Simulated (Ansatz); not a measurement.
# Te2Mo (P6_3/mmc) in Ansatz: convergence with smearing width

Aim: find how far smearing width must go before the results for Te2Mo settle, at PBEsol. This setting moves, with any that are tied to it; all else stays.

Everything below comes from runs of Ansatz 0.2.0. Logs are shortened: lines on timing, memory, paths and dates and some standing lists are left out, and cuts for length are marked.

## Step 1: Starting point

The structure is hexagonal, space group P6_3/mmc (No. 194). Conventional cell: a = 3.518 Å, b = 3.518 Å, c = 13.974 Å, α = 90.00°, β = 90.00°, γ = 120.00°. Te (site symmetry 3m) is surrounded by 3 Mo at 2.72 Å. Around Mo (site symmetry -6m2) lie 6 Te at 2.72 Å.

## Step 2: With smearing width 0.3 eV

input.yaml

```yaml
crystal:
  lattice:
    - [3.5182, 0.0, 0.0]
    - [-1.7591, 3.0468505756, 0.0]
    - [0.0, 0.0, 13.9736]
  atoms:
    - { symbol: Te, position: [0.6666666667, 0.3333333333, 0.379] }
    - { symbol: Te, position: [0.3333333333, 0.6666666667, 0.879] }
    - { symbol: Te, position: [0.6666666667, 0.3333333333, 0.121] }
    - { symbol: Te, position: [0.3333333333, 0.6666666667, 0.621] }
    - { symbol: Mo, position: [0.6666666667, 0.3333333333, 0.75] }
    - { symbol: Mo, position: [0.3333333333, 0.6666666667, 0.25] }
hamiltonian:
  xc: pbesol
  pseudopotentials: { kind: paw, source: jth, xc_functional: pbe }
kpoints:
  mp_grid: { grid: [7, 7, 2] }
scf:
  occupations: { method: fermi_dirac, width: 0.3 }
output:
  forces: true
  stress: true
  eigenvalues: true
```

Potentials or basis: JTH PAW.

Run with:

```sh
$ ansatz run input.yaml --threads 2 --pin off --max-ram 5632MiB --backend cpu --events-out ev --progress --plain --runs-dir out
```

Run time: 50 s. Hardware: 2 threads of Intel Xeon at 2.50GHz (Skylake/Cascade Lake), shared host; peak memory 1.4 GiB.

What came out:

```yaml
Free_energy: -29208.6780 eV
Pressure: 0.4 GPa
Largest_force: 0.139 eV/Å
Band_gap_on_the_k_mesh: 0.78 eV, indirect (least direct gap 1.25 eV)
```

## Step 3: With smearing width 0.2 eV

Edit input.yaml of step 2 so:

```diff
@@ -18,3 +18,3 @@
 scf:
-  occupations: { method: fermi_dirac, width: 0.3 }
+  occupations: { method: fermi_dirac, width: 0.2 }
 output:
```

Potentials or basis: JTH PAW.

Run with:

```sh
$ ansatz run input.yaml --threads 2 --pin off --max-ram 5632MiB --backend cpu --events-out ev --progress --plain --runs-dir out
```

Run time: 49 s. Hardware: 2 threads of Intel Xeon at 2.50GHz (Skylake/Cascade Lake), shared host; peak memory 1.4 GiB.

What came out:

- Free energy: -29208.5458 eV
- Pressure: 0.0 GPa
- Largest force: 0.074 eV/Å
- Band gap on the k mesh: 0.78 eV, indirect (least direct gap 1.25 eV)

## Step 4: With smearing width 0.15 eV

Edit input.yaml of step 3 so:

```diff
@@ -18,3 +18,3 @@
 scf:
-  occupations: { method: fermi_dirac, width: 0.2 }
+  occupations: { method: fermi_dirac, width: 0.15 }
 output:
```

Run with:

```sh
$ ansatz run input.yaml --threads 2 --pin off --max-ram 5632MiB --backend cpu --events-out ev --progress --plain --runs-dir out
```

Run time: 52 s. Hardware: 2 threads of Intel Xeon at 2.50GHz (Skylake/Cascade Lake), shared host; peak memory 1.4 GiB.

What came out:

| Item | Value |
| --- | --- |
| Free energy | -29208.5228 eV |
| Pressure | 0.0 GPa |
| Largest force | 0.057 eV/Å |
| Band gap on the k mesh | 0.78 eV, indirect (least direct gap 1.25 eV) |

## Step 5: With smearing width 0.1 eV

Edit input.yaml of step 4 so:

```diff
@@ -18,3 +18,3 @@
 scf:
-  occupations: { method: fermi_dirac, width: 0.15 }
+  occupations: { method: fermi_dirac, width: 0.1 }
 output:
```

Run with:

```sh
$ ansatz run input.yaml --threads 2 --pin off --max-ram 5632MiB --backend cpu --events-out ev --progress --plain --runs-dir out
```

Wall time 46 s (2 threads of Intel Xeon at 2.50GHz (Skylake/Cascade Lake), shared host); peak memory 1.3 GiB.

What came out:

| Item | Value |
| --- | --- |
| Free energy | -29208.5161 eV |
| Pressure | -0.1 GPa |
| Largest force | 0.051 eV/Å |
| Band gap on the k mesh | 0.78 eV, indirect (least direct gap 1.25 eV) |

## Step 6: With smearing width 0.05 eV

Edit input.yaml of step 5 so:

```diff
@@ -18,3 +18,3 @@
 scf:
-  occupations: { method: fermi_dirac, width: 0.1 }
+  occupations: { method: fermi_dirac, width: 0.05 }
 output:
```

Potentials or basis: JTH PAW.

Run with:

```sh
$ ansatz run input.yaml --threads 2 --pin off --max-ram 5632MiB --backend cpu --events-out ev --progress --plain --runs-dir out
```

It took 45 s on 2 threads of Intel Xeon at 2.50GHz (Skylake/Cascade Lake), shared host; peak memory 1.4 GiB.

The run converged. Its results:

```
Free energy            : -29208.5154 eV
Pressure               : -0.1 GPa
Largest force          : 0.050 eV/Å
Band gap on the k mesh : 0.78 eV, indirect (least direct gap 1.25 eV)
```

## Step 7: With smearing width 0.025 eV

Edit input.yaml of step 6 so:

```diff
@@ -18,3 +18,3 @@
 scf:
-  occupations: { method: fermi_dirac, width: 0.05 }
+  occupations: { method: fermi_dirac, width: 0.025 }
 output:
```

Run with:

```sh
$ ansatz run input.yaml --threads 2 --pin off --max-ram 5632MiB --backend cpu --events-out ev --progress --plain --runs-dir out
```

Wall time 45 s (2 threads of Intel Xeon at 2.50GHz (Skylake/Cascade Lake), shared host); peak memory 1.4 GiB.

The run converged. Its results:

```
Free energy            : -29208.5154 eV
Pressure               : -0.1 GPa
Largest force          : 0.050 eV/Å
Band gap on the k mesh : 0.78 eV, indirect (least direct gap 1.25 eV)
```

## Step 8: With smearing width 0.01 eV

Edit input.yaml of step 7 so:

```diff
@@ -18,3 +18,3 @@
 scf:
-  occupations: { method: fermi_dirac, width: 0.025 }
+  occupations: { method: fermi_dirac, width: 0.01 }
 output:
```

Run with:

```sh
$ ansatz run input.yaml --threads 2 --pin off --max-ram 5632MiB --backend cpu --events-out ev --progress --plain --runs-dir out
```

Wall time 43 s (2 threads of Intel Xeon at 2.50GHz (Skylake/Cascade Lake), shared host); peak memory 1.4 GiB.

Results (log left out):

- Free energy: -29208.5154 eV
- Pressure: -0.1 GPa
- Largest force: 0.050 eV/Å
- Band gap on the k mesh: 0.78 eV, indirect (least direct gap 1.25 eV)

## Step 9: With smearing width 0.005 eV

Edit input.yaml of step 8 so:

```diff
@@ -18,3 +18,3 @@
 scf:
-  occupations: { method: fermi_dirac, width: 0.01 }
+  occupations: { method: fermi_dirac, width: 0.005 }
 output:
```

Potentials or basis: JTH PAW.

Run with:

```sh
$ ansatz run input.yaml --threads 2 --pin off --max-ram 5632MiB --backend cpu --events-out ev --progress --plain --runs-dir out
```

The program printed:

```text
Warning: the checks of this Te dataset prove no rule for summing its radial tables, as where they were carried onto another mesh than they were made on, and Gregory's rule is taken, under which a leading mesh point left out moves its sums only by what lay on the interval it spanned. That does not make them correct, and they differ from Quantum ESPRESSO's on this file; a re-export a fraction of a mesh step off can move them. hamiltonian.pseudopotentials.radial_quadrature: simpson_from_first_knot sums it by `pw.x`'s rule; on a PAW file no value gives `pw.x`'s numbers. What more to know: hamiltonian.pseudopotentials.radial_quadrature, in the input reference
Warning: the checks of this Mo dataset prove no rule for summing its radial tables, as where they were carried onto another mesh than they were made on, and Gregory's rule is taken, under which a leading mesh point left out moves its sums only by what lay on the interval it spanned. That does not make them correct, and they differ from Quantum ESPRESSO's on this file; a re-export a fraction of a mesh step off can move them. hamiltonian.pseudopotentials.radial_quadrature: simpson_from_first_knot sums it by `pw.x`'s rule; on a PAW file no value gives `pw.x`'s numbers. What more to know: hamiltonian.pseudopotentials.radial_quadrature, in the input reference
Warning: RAYON_NUM_THREADS=2 ignored (pool sized by the plan → 2); use --threads N
Engine: ansatz 0.2.0, x86_64-unknown-linux-gnu
Pseudopotentials: kind: paw
Pseudopotential: Te, paw, valence charge 6, recommended cutoff 540 eV (normal), Te.paw.azcp
Pseudopotential: Mo, paw, valence charge 14, recommended cutoff 1800 eV (normal), Mo.paw.azcp
Functional definition: PBEsol
  exchange = pbesol_x
  correlation = pbesol_c
Crystal: 6 atoms, lattice volume = 149.789 Å³
Basis set: ecut = 1800 eV, 25921 PW (Γ), exchange–correlation on 100×100×400 points (8 copies of the dense FFT grid, shifted against one another)
Bands: 32, of which v1, the nominal top of the filled ones, is band 26 counted from 1 (25 counted from 0)
Symmetry: 24 space group operations
Space group: P63/mmc (ITA 194), of the structure as read, at distance tolerance 5.3e-5 Å
k-points: 16 of 98
Non-local potential: Te, projectors of the file, l = 0: 2, l = 1: 2
[... 33 lines left out ...]
  E_vxc        = -604.281622  (∫ρ·V_xc dr)
  E_paw        = -24843.874589  (= ΣΔE_a)
  E_vpaw       = -571.463037  (= ΣTr[D̂ρ^β])
  E_aug_tail   = 0.000081  (compensation charges beyond the density's cutoff)
  E_ewald      = -2924.750845
  E_core_change = 0.417636  (= ΣΔE_core)
  E_smearing   = -0.000000  (= −TS)
  E_closure    = -0.000000  (closes the sum)
  Σ components = -29208.515387   (vs F -29208.515387, Δ=0.00e0)
--- Forces (eV/Å), atoms counted from 1 ---
  atom   1  Te     0.00000000     0.00000000     0.04977755
  atom   2  Te     0.00000000    -0.00000000     0.04977755
  atom   3  Te    -0.00000000     0.00000000    -0.04977755
  atom   4  Te    -0.00000000    -0.00000000    -0.04977755
  atom   5  Mo     0.00000000    -0.00000000     0.00000000
  atom   6  Mo     0.00000000     0.00000000     0.00000000
  max |Σ_I F_I| component: 3.70e-17 eV/Å
--- Stress (GPa, compression-positive) ---
       -0.292868       0.000000       0.000000
       -0.000000      -0.292868       0.000000
        0.000000       0.000000       0.388763
  P = ⅓ Tr σ = -0.0657 GPa (-0.657 kbar)
--- Band table (eV; the first three rows and the last of 16) ---
  k-point 0: bands = ["-50.9331", "-50.9331", "-25.1174", "-25.1174", "-24.9870", "-24.9870", "-24.9870", "-24.9870", "-3.2611", "-2.9409", "-2.4003", "-1.8988", "3.8904", "5.1908", "6.6709", "7.9995", "7.9995", "8.0126", "8.0126", "8.7823", "8.7938", "8.7938", "8.8309", "8.8309", "9.5069", "9.8842", "12.7471", "12.7471", "12.8656", "12.8656", "12.9471", "12.9471"]
  k-point 1: bands = ["-50.9331", "-50.9331", "-25.1174", "-25.1174", "-24.9870", "-24.9870", "-24.9870", "-24.9870", "-3.1382", "-3.1382", "-2.1157", "-2.1157", "4.3893", "4.3893", "7.7654", "7.7654", "8.0059", "8.0059", "8.0059", "8.0059", "8.8124", "8.8124", "8.8124", "8.8124", "9.7896", "9.7896", "12.7775", "12.7775", "12.7775", "12.7775", "13.1060", "13.1060"]
  k-point 2: bands = ["-50.9313", "-50.9313", "-25.1123", "-25.1123", "-25.0120", "-25.0120", "-24.9929", "-24.9929", "-2.9752", "-2.6597", "-2.1882", "-1.7134", "4.2024", "5.4837", "6.5317", "7.3580", "7.4115", "7.9391", "8.2211", "8.2522", "8.4282", "8.4835", "8.6685", "8.8483", "9.5416", "9.6578", "11.8737", "12.0320", "12.0910", "12.1578", "12.3636", "12.7015"]
  k-point 15: bands = ["-50.9226", "-50.9226", "-25.0940", "-25.0940", "-25.0879", "-25.0879", "-25.0569", "-25.0569", "-0.8741", "-0.8741", "-0.5989", "-0.5989", "4.8887", "4.8887", "5.1235", "5.1235", "6.1734", "6.1734", "6.2832", "6.2832", "7.0706", "7.0706", "7.9435", "7.9435", "9.5006", "9.5006", "10.9821", "10.9821", "11.4816", "11.4816", "11.9781", "11.9781"]
```

Wall time 44 s (2 threads of Intel Xeon at 2.50GHz (Skylake/Cascade Lake), shared host); peak memory 1.3 GiB.

Results:

```
Free energy            : -29208.5154 eV
Pressure               : -0.1 GPa
Largest force          : 0.050 eV/Å
Band gap on the k mesh : 0.78 eV, indirect (least direct gap 1.25 eV)
```

## Step 10: Result

| smearing width | energy less the tightest run, at zero smearing (meV/atom) | pressure (GPa) | largest force (eV/Å) | SCF cycles | CPU time (s) | peak memory (GiB) |
| --- | --- | --- | --- | --- | --- | --- |
| 0.3 eV | 23.79 | 0.36 | 0.139 | 8 | 71 | 1.4 |
| 0.2 eV | 6.46 | 0.01 | 0.074 | 8 | 71 | 1.4 |
| 0.15 eV | 2.00 | -0.05 | 0.057 | 9 | 80 | 1.4 |
| 0.1 eV | 0.26 | -0.07 | 0.051 | 9 | 69 | 1.3 |
| 0.05 eV | 0.00 | -0.07 | 0.050 | 9 | 66 | 1.4 |
| 0.025 eV | 0.00 | -0.07 | 0.050 | 9 | 68 | 1.4 |
| 0.01 eV | 0.00 | -0.07 | 0.050 | 9 | 73 | 1.4 |
| 0.005 eV | 0.00 | -0.07 | 0.050 | 9 | 71 | 1.3 |

Against the tightest run, the energy stays within 1 meV/atom from 0.1 eV on; the pressure stays within 0.1 GPa from 0.2 eV on; the largest force stays within 0.005 eV/Å from 0.1 eV on. The tightest run that finished is the yardstick and may itself not be fully converged.

Caveats: odd divisions of the mesh miss points on the zone boundary, where band edges often lie, so the gap on the mesh can be too wide; spin-orbit coupling is left out, which moves the levels of the heavy elements; this functional lacks dispersion, which binds the layers, so the pressure and a relaxed spacing across them are unreliable.
